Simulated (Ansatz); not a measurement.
# Ta (Im-3m) in Ansatz: further runs

The runs below take Ta through single point, band structure, with PBEsol.

Program: Ansatz 0.2.0. These are calculated values, not measurements. Logs are shortened: lines on timing, memory, paths and dates and some standing lists are left out, and cuts for length are marked.

### Step 1. Starting point

It takes space group Im-3m (No. 229, cubic). The conventional cell has a = 3.303 Å, b = 3.303 Å, c = 3.303 Å, α = 90.00°, β = 90.00°, γ = 90.00°. Around Ta (site symmetry m-3m) lie 8 Ta at 2.86 Å.

### Step 2. Single point, PBEsol, 18.00 Å³/atom (strain_shear_xy = -0.04)

input.yaml

```yaml
crystal:
  lattice:
    - [-1.6843056, 1.6843056, 1.65128]
    - [1.6843056, -1.6843056, 1.65128]
    - [1.6182544, 1.6182544, -1.65128]
  atoms:
    - { symbol: Ta, position: [0.0, 0.0, 0.0] }
kpoints:
  mp_grid: { grid: [11, 11, 11] }
scf:
  occupations: { method: fermi_dirac, width: 0.05 }
hamiltonian:
  xc: pbesol
  pseudopotentials: { kind: all_electron, lapw: { basis_error: 0.001 } }
output:
  forces: true
  stress: true
  eigenvalues: true
```

Potentials or basis: all-electron LAPW, scalar-relativistic.

Command:

```console
$ ansatz run input.yaml --threads 1 --pin off --max-ram 3072MiB --backend cpu --events-out ev --progress --plain --runs-dir out
```

Output:

```text
Warning: RAYON_NUM_THREADS=1 ignored (pool sized by the plan → 1); use --threads N
LAPW: plane waves up to 8.438 Å⁻¹, error target 1.0e-3 eV per atom; small_component_spin mean_spin; Ta in spheres of 1.411 Å, 43 of its electrons in bands, Dirac shells [] (how accurate: hamiltonian.pseudopotentials.lapw.basis_error, Limitations)
Engine: ansatz 0.2.0, aarch64-unknown-linux-gnu
Pseudopotentials: kind: all_electron
Pseudopotential: Ta, LAPW, valence charge 43, lapw/all_electron/scalar/gaussian/Ta, Koelling and Harmon's equation, gaussian nucleus
Functional definition: PBEsol
  exchange = pbesol_x
  correlation = pbesol_c
Crystal: 1 atoms, lattice volume = 18.003 Å³
Basis set: ecut = 271.2736304147383 eV, 181 PW (Γ), exchange–correlation at level 2
Bands: 26, of which v1, the nominal top of the filled ones, is band 22 counted from 1 (21 counted from 0)
Symmetry: 8 space group operations
Space group: Fmmm (ITA 69), of the structure as read, at distance tolerance 2.6e-5 Å
k-points: 216 of 1331
Non-local potential: Ta, projectors of the file, none
Initial density: superposition of atomic densities (chi_scale 0.1, normalization cell)
Initial wavefunctions: plane waves of lowest kinetic energy (no species holds an atomic orbital)
Functional: x = pbesol(κ = 0.804, μ = 0.12345679012345678), c = pbesol(β = 0.046)
iter 1 solved again at ethr=2.07e-4 eV; its pass at ethr=1.00e-1 eV (dr2=8.90e-2 eV) is discarded
SCF iter   1: F=—  HF=-424443.528521 eV  |F-HF|=—  |Δ(HF+E_count)|=         —  Δρ=2.70e-2  dr2=8.94e-2  ethr=2.07e-4  ⟨swp⟩=2.9  Hψ=34800  notcnv=0
preconditioner: auto → Kerker (q_TF=auto, 3.154 Å⁻¹)  [metal: Δε(μ)=0.002 eV  Ē_g=24.491 eV  σ=0.050 eV  W_gap=0.01  n_scr=12 (ndim 8)  ℏωp=43.8 eV  f_vac=0.000  D(μ)=1.28/eV (n_scr^D=12)]
SCF iter   2: F=—  HF=-424443.393751 eV  |F-HF|=—  |Δ(HF+E_count)|=   1.35e-1  Δρ=1.40e-2  dr2=2.78e-2  ethr=2.07e-4  ⟨swp⟩=2.0  Hψ=17715  notcnv=0
SCF iter   3: F=—  HF=-424443.379095 eV  |F-HF|=—  |Δ(HF+E_count)|=   1.47e-2  Δρ=9.58e-3  dr2=1.47e-2  ethr=6.46e-5  ⟨swp⟩=2.0  Hψ=16785  notcnv=0
SCF iter   4: F=—  HF=-424443.374014 eV  |F-HF|=—  |Δ(HF+E_count)|=         —  Δρ=5.25e-3  dr2=5.26e-3  ethr=3.43e-5  ⟨swp⟩=2.0  Hψ=16652  notcnv=0
the basis was enlarged: its passes take 529.2 KiB over the memory plan, 1 of 1 planned eigensolver slots
iter 5 solved again at ethr=9.67e-7 eV; its pass at ethr=1.22e-5 eV (dr2=4.16e-4 eV) is discarded
SCF iter   5: F=—  HF=-424443.374413 eV  |F-HF|=—  |Δ(HF+E_count)|=   3.99e-4  Δρ=1.41e-3  dr2=4.16e-4  ethr=9.67e-7  ⟨swp⟩=2.0  Hψ=28131  notcnv=0
SCF iter   6: F=—  HF=-424443.374441 eV  |F-HF|=—  |Δ(HF+E_count)|=   2.81e-5  Δρ=3.57e-4  dr2=1.46e-5  ethr=9.66e-7  ⟨swp⟩=2.0  Hψ=16784  notcnv=0
SCF iter   7: F=—  HF=-424443.374440 eV  |F-HF|=—  |Δ(HF+E_count)|=   3.63e-7  Δρ=6.22e-5  dr2=4.52e-7  ethr=3.40e-8  ⟨swp⟩=2.0  Hψ=16784  notcnv=0
SCF iter   8: F=-424443.374440 eV  HF=-424443.374440 eV  |F-HF|=1.67e-8  |Δ(HF+E_count)|=   3.06e-8  Δρ=1.13e-5  dr2=2.28e-8  ethr=1.05e-9  ⟨swp⟩=2.0  Hψ=16784  notcnv=0
SCF 1 converged in 8 iterations: F = -424443.374440 eV  dr2 = 2.28e-8
SCF converged after 8 iterations
Free energy (F): -424443.374440 eV
Harris-Foulkes:  -424443.374440 eV  (|F-HF|=1.67e-8)
Internal energy: -424443.364475 eV  (E = F + TS)
E sigma→0 (E₀):  -424443.369457 eV
Entropy (-TS):   -0.009966 eV (-9.966 meV/atom)
Fermi energy:    24.637462 eV
--- Per-component energies (eV) ---
  E_band       = -4069.664679
  E_kinetic    = 473751.815438
  E_xc         = -8496.578924
  E_electrostatic = -889698.600989  (all electrons and nuclei)
  E_smearing   = -0.009966  (= −TS)
  E_closure    = 0.000000  (closes the sum)
  E_atoms      = -424432.909506  (free atoms, spherical and without spin; not in F)
  Σ components = -424443.374440   (vs F -424443.374440, Δ=0.00e0)
  Basis errors (estimates in eV, not in F): energy 2.7e-4 per atom: plane waves 2.4e-4 (1.2e-4 summed), levels above the bands 1.5e-87, relativity 4.4e-8, radial functions 3.5e-5, core shells 2.0e-8; eigenvalues (radial functions only) 1.6e-6; not estimated: angular momenta, meshes, grids; target (lapw.basis_error) 1.0e-3; muffin-tin radii Ta 1.411 Å
--- Forces (eV/Å), atoms counted from 1 ---
  atom   1  Ta    -0.00000000     0.00000000     0.00000000
  max |Σ_I F_I| component: 5.92e-31 eV/Å
--- Stress (GPa, compression-positive) ---
       -4.100544       3.491376       0.000000
        3.491376      -4.100544      -0.000000
        0.000000      -0.000000      -3.958617
  P = ⅓ Tr σ = -4.0532 GPa (-40.532 kbar)
--- Band table (eV; the first three rows and the last of 216) ---
  k-point 0: bands = ["-369.3045", "-369.3020", "-369.3010", "-191.0885", "-191.0883", "-191.0734", "-191.0711", "-191.0666", "-42.4091", "-8.4083", "-8.3430", "-8.2878", "5.8192", "5.8209", "5.8214", "5.8692", "5.8717", "5.8752", "5.9257", "16.7400", "25.0447", "25.3164", "25.6919", "28.6469", "28.7037", "38.9159"]
  k-point 1: bands = ["-369.3045", "-369.3020", "-369.3010", "-191.0885", "-191.0883", "-191.0734", "-191.0711", "-191.0666", "-42.3985", "-8.4075", "-8.3983", "-8.3801", "5.8211", "5.8248", "5.8256", "5.8680", "5.8709", "5.8711", "5.9195", "17.1219", "25.3254", "25.4276", "25.4319", "28.2093", "28.6109", "39.3116"]
  k-point 2: bands = ["-369.3045", "-369.3020", "-369.3010", "-191.0885", "-191.0883", "-191.0734", "-191.0711", "-191.0666", "-42.3700", "-8.6863", "-8.4785", "-8.4054", "5.8252", "5.8354", "5.8366", "5.8611", "5.8658", "5.8674", "5.9052", "18.1529", "24.7948", "25.1026", "26.5604", "27.6267", "28.5776", "39.9387"]
  k-point 215: bands = ["-369.3045", "-369.3020", "-369.3010", "-191.0885", "-191.0883", "-191.0734", "-191.0711", "-191.0666", "-42.2072", "-9.2326", "-9.1607", "-9.1039", "5.8148", "5.8363", "5.8379", "5.8388", "5.8850", "5.8900", "5.8927", "20.9299", "20.9838", "30.3559", "30.4545", "31.4073", "32.6793", "34.4655"]
```

Wall time 43 s (1 thread of Arm Neoverse N1, shared host); peak memory 0.44 GiB.

Results:

| Item | Value |
| --- | --- |
| Free energy | -424443.3744 eV |
| Pressure | -4.1 GPa |
| Band gap on the k mesh | none (metal or under the smearing width) |

### Step 3. Single point, PBEsol, 18.01 Å³/atom (strain_shear_xy = -0.02)

Changes to input.yaml since step 2:

```diff
@@ -2,5 +2,5 @@
   lattice:
-    - [-1.6843056, 1.6843056, 1.65128]
-    - [1.6843056, -1.6843056, 1.65128]
-    - [1.6182544, 1.6182544, -1.65128]
+    - [-1.6677928, 1.6677928, 1.65128]
+    - [1.6677928, -1.6677928, 1.65128]
+    - [1.6347672, 1.6347672, -1.65128]
   atoms:
```

Potentials or basis: all-electron LAPW, scalar-relativistic.

Command:

```console
$ ansatz run input.yaml --threads 1 --pin off --max-ram 3072MiB --backend cpu --events-out ev --progress --plain --runs-dir out
```

It took 43 s on 1 thread of Arm Neoverse N1, shared host; peak memory 0.43 GiB.

The run converged. Its results:

```yaml
Free_energy: -424443.3804 eV
Pressure: -4.3 GPa
Band_gap_on_the_k_mesh: none (metal or under the smearing width)
```

### Step 4. Band structure, PBEsol

input.yaml

```yaml
crystal:
  lattice:
    - [-1.65128, 1.65128, 1.65128]
    - [1.65128, -1.65128, 1.65128]
    - [1.65128, 1.65128, -1.65128]
  atoms:
    - { symbol: Ta, position: [0.0, 0.0, 0.0] }
kpoints:
  mp_grid: { grid: [8, 8, 8] }
  band_path:
    path:
      - [0.0, 0.0, 0.0]
      - [0.5, -0.5, 0.5]
      - [0.0, 0.0, 0.5]
      - [0.0, 0.0, 0.0]
      - [0.25, 0.25, 0.25]
      - [0.5, -0.5, 0.5]
    npoints: 12
scf:
  occupations: { method: fermi_dirac, width: 0.05 }
hamiltonian:
  xc: pbesol
  pseudopotentials: { kind: all_electron, lapw: { basis_error: 0.001 } }
output:
  forces: true
  stress: true
  eigenvalues: true
```

Command:

```console
$ ansatz run input.yaml --threads 1 --pin off --max-ram 3072MiB --backend cpu --events-out ev --progress --plain --runs-dir out
```

Run time: 9.6 s. Hardware: 1 thread of Arm Neoverse N1, shared host; peak memory 0.24 GiB.

Results (log left out):

| Item | Value |
| --- | --- |
| Free energy | -424443.4026 eV |
| Pressure | -5.9 GPa |
| Band gap along the path | none (metal or under the smearing width) |

Levels at the corners of the path, in eV from the Fermi level:
```
point  band 14  band 15  band 16  band 17  band 18  band 19  band 20  band 21  band 22  band 23
    Γ   -18.77   -18.77   -18.72    -7.93     0.72     0.72     0.72     3.98     3.98    14.59
    H   -18.75   -18.75   -18.75    -3.82    -3.82     6.84     6.84     6.84     8.59     8.59
    N   -18.77   -18.76   -18.75    -4.39    -1.56     1.60     3.87     4.90     7.81    11.71
    Γ   -18.77   -18.77   -18.72    -7.93     0.72     0.72     0.72     3.98     3.98    14.59
    P   -18.78   -18.78   -18.78    -1.23    -1.23    -1.23     5.07     5.07     7.01    12.81
    H   -18.75   -18.75   -18.75    -3.82    -3.82     6.84     6.84     6.84     8.59     8.59
```

Caveat: the k mesh is thin for a metal, which can move the energy by tens of meV per atom; spin-orbit coupling is left out, which moves the levels of the heavy elements.

(Continued in part 2 of 2.)
